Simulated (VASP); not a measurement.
# Bi (C2/m) in VASP: further runs

The runs below take Bi through single point, with PBE.

Program: VASP 6.6.1. These are calculated values, not measurements. Logs are shortened: lines on timing, memory, paths and dates and some standing lists are left out, and cuts for length are marked.

### Step 1. Starting point

The structure is monoclinic, space group C2/m (No. 12). Conventional cell: a = 6.977 Å, b = 6.265 Å, c = 3.359 Å, α = 90.00°, β = 112.04°, γ = 90.00°. Bi (site symmetry m) is surrounded by 6 Bi at 3.21 to 3.45 Å.

This isn't the form of Bi at room conditions, which is rhombohedral.

### Step 2. Single point, PBE

Contents of INCAR:

```
PREC = Accurate
ENCUT = 340
EDIFF = 1E-6
ISMEAR = 1
SIGMA = 0.15
LREAL = F
LASPH = T
NELM = 100
ALGO = Normal
ISIF = 2
LWAVE = F
LCHARG = F
GGA = PE
NBANDS = 22
ADDGRID = F
```

Contents of KPOINTS:

```
Automatic mesh
0
Gamma
  11 11 15
```

Contents of POSCAR:

```
Bi
1.0
    3.4885980000     -3.1325780000      0.0000000000
    3.4885980000      3.1325780000      0.0000000000
   -1.2602350000      0.0000000000      3.1135500000
Bi
2
Direct
    0.7530610000      0.7530610000      0.8573820000
    0.2469390000      0.2469390000      0.1426180000
```

Potentials or basis: VASP PAW PBE potentials, release 64 (Bi_d).

Started as:

```
> cat potpaw_PBE.64/Bi_d/POTCAR > POTCAR
> mpirun -np 1 vasp_std > vasp.out
```

OUTCAR:

```text
PREC = Accurate
   ENCUT = 340
   EDIFF = 1E-6
   ISMEAR = 1
   LREAL = F
   LASPH = T
   NELM = 100
   ISIF = 2
   GGA = PE

 Found    498 irreducible k-points:

 Following reciprocal coordinates:
            Coordinates               Weight
  0.000000  0.000000  0.000000      1.000000
  0.090909  0.000000  0.000000      4.000000
  0.181818 -0.000000  0.000000      4.000000
  0.272727 -0.000000 -0.000000      4.000000
  0.363636 -0.000000  0.000000      4.000000
  0.454545  0.000000  0.000000      4.000000
   k-points           NKPTS =    498   k-points in BZ     NKDIM =    498   number of bands    NBANDS=     22
   number of dos      NEDOS =    301   number of ions     NIONS =      2
   total plane-waves  NPLWV =  15680
   dimension x,y,z NGX =    28 NGY =   28 NGZ =   20
   dimension x,y,z NGXF=    56 NGYF=   56 NGZF=   40
   ions per type =               2
   NGX,Y,Z   is equivalent  to a cutoff of   9.93,  9.93,  9.90 a.u.
   NGXF,Y,Z  is equivalent  to a cutoff of  19.86, 19.86, 19.80 a.u.
 SYSTEM =  unknown system
   PREC   = accura    normal or accurate (medium, high low for compatibility)
   ISTART =      0    job   : 0-new  1-cont  2-samecut
   ICHARG =      2    charge: 1-file 2-atom 10-const
   ISPIN  =      1    spin polarized calculation?
   LNONCOLLINEAR =      F non collinear calculations
   LSORBIT =      F    spin-orbit coupling
   LASPH  =      T    aspherical Exc in radial PAW
   ENCUT  =  340.0 eV  24.99 Ry    5.00 a.u.   7.05  7.05  5.05*2*pi/ulx,y,z
   NELM   =    100;   NELMIN=  2; NELMDL= -5     # of ELM steps
   EDIFF  = 0.1E-05   stopping-criterion for ELM
   LREAL  =      F    real-space projection
   EDIFFG = 0.1E-04   stopping-criterion for IOM
   NSW    =      0    number of steps for IOM
   IBRION =     -1    ionic relax: 0-MD 1-quasi-New 2-CG
   NFREE  =      0    steps in history (QN), initial steepest desc. (CG)
   ISIF   =      2    stress and relaxation
   ISYM   =      2    0-nonsym 1-usesym 2-fastsym
   POTIM  = 0.5000    time-step for ionic-motion
   TEBEG  =    0.0;   TEEND  =   0.0 temperature during run
   PSTRESS=    0.0 pullay stress
   NELECT =      30.0000    total number of electrons
   NUPDOWN=      -1.0000    fix difference up-down
   EMIN   =  10.00;   EMAX   =-10.00  energy-range for DOS
   EFERMI =   0.00;   METHOD = LEGACY
   ISMEAR =     1;   SIGMA  =   0.15  broadening in eV -4-tet -1-fermi 0-gaus
   EFERMI_NEDOS =   21; number of points for ismear=-14 and -15
   IALGO  =     38    algorithm
   IMIX   =      4    mixing-type and parameters
     AMIX     =   0.40;   BMIX     =  1.00
     AMIX_MAG =   1.60;   BMIX_MAG =  1.00
  volume/ion in A,a.u.               =      34.03       229.62
  Fermi-wavevector in a.u.,A,eV,Ry     =   1.245955  2.354514 21.121737  1.552404
  Thomas-Fermi vector in A             =   2.380154
   LORBIT       =      0    0 simple, 1 ext, 2 COOP (PROOUT), +10 PAW based schemes
   GGA     = PE    functional components
   LHFCALC =     F    Hartree Fock is set to
   AEXX    =    0.0000 exact exchange contribution
   IVDW    =     0    specifies the selected vdW correction
   LEPSILON=     F    determine dielectric tensor
   LRPA    =     F    only Hartree local field effects (RPA)
 non-spin polarized calculation
 Methfessel and Paxton  Order N= 1 SIGMA  =   0.15
  energy-cutoff  :      340.00
  volume of cell :       68.05
 maximum number of plane-waves:       991
   NGX = 15   NGY = 15   NGZ = 11

 number of electron      29.9999997 magnetization

 Free energy of the ion-electron system (eV)
  ---------------------------------------------------
  ext. energy  EPLUGINS =         0.00000000
  ---------------------------------------------------
  free energy    TOTEN  =        -7.68014197 eV

  energy without entropy =       -7.68063232  energy(sigma->0) =       -7.68030542

 E-fermi :   6.7253     XC(G=0):  -9.7822

 val. band max:        6.7217355247   @ k =   0.3636   0.2727   0.3333
 cond. band min:       6.7319098494   @ k =  -0.0909  -0.3636   0.2667
 fundamental gap:      0.0101743247
 Fermi energy:         6.7252871189

 k-point     1 :       0.0000    0.0000    0.0000
  band No.  band energies     occupation
      1     -16.1916      2.00000
      2     -16.1617      2.00000
      3     -16.1182      2.00000
      4     -16.0945      2.00000
      5     -16.0118      2.00000
      6     -15.9898      2.00000
[... 14 lines left out ...]
     21      14.9955      0.00000
     22      15.4862      0.00000

 k-point     2 :       0.0909    0.0000    0.0000
  band No.  band energies     occupation
      1     -16.1869      2.00000
      2     -16.1626      2.00000
      3     -16.1199      2.00000
      4     -16.0913      2.00000
      5     -16.0108      2.00000
      6     -15.9913      2.00000
[... 14 lines left out ...]
     21      15.1740      0.00000
     22      15.5832      0.00000

 k-point     3 :       0.1818   -0.0000    0.0000
  band No.  band energies     occupation
      1     -16.1742      2.00000
      2     -16.1638      2.00000
      3     -16.1234      2.00000
      4     -16.0813      2.00000
      5     -16.0093      2.00000
      6     -15.9938      2.00000
[... 14 lines left out ...]
     21      15.2009      0.00000
     22      16.1557      0.00000

 k-point     4 :       0.2727   -0.0000   -0.0000
  band No.  band energies     occupation
      1     -16.1669      2.00000
      2     -16.1549      2.00000
      3     -16.1248      2.00000
      4     -16.0659      2.00000
      5     -16.0129      2.00000
      6     -15.9930      2.00000
[... 14 lines left out ...]
     21      15.7445      0.00000
     22      16.7184      0.00000

 k-point     5 :       0.3636   -0.0000    0.0000
  band No.  band energies     occupation
      1     -16.1683      2.00000
      2     -16.1457      2.00000
      3     -16.1128      2.00000
      4     -16.0473      2.00000
      5     -16.0240      2.00000
      6     -15.9897      2.00000
[... 14 lines left out ...]
     21      15.8374      0.00000
     22      17.0493      0.00000

 k-point     6 :       0.4545    0.0000    0.0000
  band No.  band energies     occupation
      1     -16.1691      2.00000
      2     -16.1454      2.00000
      3     -16.0926      2.00000
      4     -16.0388      2.00000
      5     -16.0289      2.00000
      6     -15.9957      2.00000
[... 14 lines left out ...]
     21      15.8231      0.00000
     22      16.0716      0.00000

 [... further k-points ...]
[... 5 lines left out ...]
  --------------------------------------------------------------------------------------
  -------------------------------------------------------------------------------------
  Total       -0.2189141     -0.3705579     -0.1826358      0.0000000      0.0000000     -0.1195847
  in kB       -5.1540157     -8.7242480     -4.2998951      0.0000000      0.0000000     -2.8154471
  external PRESSURE =      -6.0593863 kB  Pullay stress =       0.0000000 kB

 VOLUME and BASIS-vectors are now :
 -----------------------------------------------------------------------------
  energy-cutoff  :      340.00
  volume of cell :       68.05
      direct lattice vectors                 reciprocal lattice vectors
     3.488598000 -3.132578000  0.000000000     0.143324052 -0.159612945  0.058011590
     3.488598000  3.132578000  0.000000000     0.143324052  0.159612945  0.058011590
    -1.260235000  0.000000000  3.113550000     0.000000000  0.000000000  0.321176792

 POSITION                                       TOTAL-FORCE (eV/Angst)
 -----------------------------------------------------------------------------------
      4.17375      0.00000      2.66950         0.025430      0.000000      0.024347
      1.54321      0.00000      0.44405        -0.025430      0.000000     -0.024347
 -----------------------------------------------------------------------------------
    total drift:                                0.000000      0.000000      0.000000

  FREE ENERGIE OF THE ION-ELECTRON SYSTEM (eV)
  ---------------------------------------------------
  free  energy   TOTEN  =        -7.6801419691 eV

  energy  without entropy=       -7.6806323167  energy(sigma->0) =       -7.68030542
```

Run time: 2.3 min. Hardware: 1 thread of Intel Xeon Platinum 8488C (Sapphire Rapids), shared host; peak memory 0.38 GiB.

These settings aren't checked as converged: the numbers below hold their error.

Results:

```
Free energy            : -7.6801 eV
Pressure               : -0.6 GPa
Largest force          : 0.035 eV/Å
Band gap on the k mesh : none (metal or under the smearing width)
```

Caveat: spin-orbit coupling is left out, which moves the levels of the heavy elements.

### Step 3. Single point, PBE

INCAR, as its differences from that of step 2:

```diff
@@ -1,3 +1,3 @@
 PREC = Accurate
-ENCUT = 340
+ENCUT = 900
 EDIFF = 1E-6
```

Contents of KPOINTS:

```
Automatic mesh
0
Gamma
  7 7 9
```

POSCAR is that of step 2.

Potentials or basis: VASP PAW PBE potentials, release 64 (Bi_d).

Started as:

```
> cat potpaw_PBE.64/Bi_d/POTCAR > POTCAR
> mpirun -np 1 vasp_std > vasp.out
```

Wall time 2.9 min (1 thread of Intel Xeon Platinum 8488C (Sapphire Rapids), shared host); peak memory 0.49 GiB.

The run converged, but some of its settings lie outside the range that counts as converged, so its numbers aren't taken as properties of the crystal.

What came out:

- Free energy: -7.6811 eV
- Pressure: 0.0 GPa
- Largest force: 0.069 eV/Å
- Band gap on the k mesh: none (metal or under the smearing width)

Caveat: spin-orbit coupling is left out, which moves the levels of the heavy elements.
